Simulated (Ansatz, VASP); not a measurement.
## Si: VASP beside Ansatz

```
Si
1.0
     0.00000    2.73574    2.73574
     2.73574    0.00000    2.73574
     2.73574    2.73574    0.00000
Si
2
Direct
  0.50000 0.50000 0.50000
  0.75000 0.75000 0.75000
```

Alike in both runs: task single point; functional HSE06; k mesh 6 × 6 × 6; occupations gaussian, width 0.05 eV; no spin polarisation.

|  | VASP | Ansatz |
| --- | --- | --- |
| version | VASP 6.6.1 | Ansatz 0.2.0 |
| potentials or method | VASP PAW PBE potentials, release 64 (Si) | scalar-relativistic, plane waves, PAW |
| plane-wave cutoff (eV) | 520 | 600 |
| valence electrons in the cell | 8 | 8 |

Ansatz gave:

| Item | Value |
| --- | --- |
| gap on the k mesh at the Fermi level (eV) | 1.32 |
| least direct gap on the mesh (eV) | 3.30 |
| pressure (GPa) | -1.6 |

Q: Estimate VASP's values.

A: gap on the k mesh at the Fermi level (eV): 1.33; least direct gap on the mesh (eV): 3.31; pressure (GPa): -1.9.

Ansatz warned: «stress_exchange_threshold_loose».

Caveats: the PAW data sets were made with another functional, which shifts forces and pressure a little (VASP). A k mesh can miss the band edges.
